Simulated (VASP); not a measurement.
# C in VASP: how settings move the r2SCAN single point

Aim: see what changed inputs do to the r2SCAN single point of C built on the diamond prototype, under +3.0 % biaxial strain in x and y, free along z.

The runs shown are made with VASP 6.6.1. PAW datasets, plane waves. The values are computed, spin-unpolarised, and not measurements.

## 1. Starting point

The cell comes from an earlier relaxation with r2SCAN in another program, then strained, with the atoms relaxed again.

It is tetragonal, I4_1/amd (No. 141); conventional cell a = 2.593 Å, c = 3.538 Å, 5.95 Å³ an atom. C has 4 C at 1.57 Å.

Coordinates:

```
CELL_PARAMETERS angstrom
0.00000 1.83353 1.76891
1.83353 0.00000 1.76891
1.83353 1.83353 0.00000
ATOMIC_POSITIONS crystal
C 0.00000 0.00000 0.00000
C 0.25000 0.25000 0.25000
```

## 2. The reference run

INCAR reads:

```
ENCUT = 520.000000
SIGMA = 0.010000
EDIFF = 1.00e-07
ALGO = Normal
METAGGA = R2SCAN
PREC = Accurate
IBRION = -1
ISIF = 2
ISMEAR = 0
NBANDS = 11
NELM = 120
NSW = 0
LASPH = .TRUE.
LCHARG = .TRUE.
LELF = .TRUE.
LWAVE = .FALSE.
LREAL = .FALSE.
```

KPOINTS reads:

```
KPOINTS created by Atomic Simulation Environment
0
Gamma
12 12 12
0 0 0
```

POSCAR reads:

```
C
 1.0000000000000000
     0.0000000000000000    1.8335278667999999    1.7689115518000000
     1.8335278667999999    0.0000000000000000    1.7689115518000000
     1.8335278667999999    1.8335278667999999    0.0000000000000000
 C
   2
Cartesian
  0.0000000000000000  0.0000000000000000  0.0000000000000000
  0.9167639333999998  0.9167639333999998  0.8844557758999999
```

A file KPOINTS_OPT adds named points for the levels; it doesn't enter the self-consistent loop.

Potentials: the recommended PBE PAW datasets, 8 valence electrons.

The run is started by

```console
$ mpirun -np 1 vasp_std
```

## 3. Altered input 1

INCAR reads:

```
ENCUT = 520.000000
SIGMA = 0.010000
EDIFF = 1.00e-07
ALGO = Normal
PREC = Accurate
IBRION = -1
ISIF = 2
ISMEAR = 0
NBANDS = 11
NELM = 120
NSW = 0
LASPH = .TRUE.
LCHARG = .FALSE.
LWAVE = .FALSE.
LREAL = .FALSE.
METAGGA = MS2
```

KPOINTS reads:

```
KPOINTS created by Atomic Simulation Environment
0
Gamma
6 6 6
0 0 0
```

POSCAR is that of step 2.

## 4. Altered input 2

INCAR reads:

```
ENCUT = 520.000000
SIGMA = 0.010000
EDIFF = 1.00e-07
METAGGA = R2SCAN
PREC = Accurate
IBRION = -1
ISIF = 2
ISMEAR = 0
NBANDS = 11
NELM = 120
NSW = 0
LASPH = .TRUE.
LCHARG = .FALSE.
LWAVE = .FALSE.
LREAL = .FALSE.
ALGO = VeryFast
```

KPOINTS is that of step 2.

POSCAR is that of step 2.

**Question.** What will these runs give? Wanted: for each run, changed; ending; energy change; pressure; electronic steps; usable.

The runs gave:

| run | changed | ending | energy change (meV/atom) | pressure (GPa) | gap on the mesh (eV; negative: overlap) | electronic steps | time | usable |
| --- | --- | --- | --- | --- | --- | --- | --- | --- |
| ref. | – | converged | 0 | -20.6 | 3.32 | 12 | 73 s | yes |
| 1 | METAGGA = MS2, mesh 6×6×6 | converged | – | -24.3 | 3.81 | 15 | 16 s | no |
| 2 | ALGO = VeryFast | converged | 0.0 | -20.6 | 3.32 | 19 | 2 min | yes |

**Reading.** Of 2 altered inputs, 1 ended normally on a faulty or unsound input, 1 gave usable results.
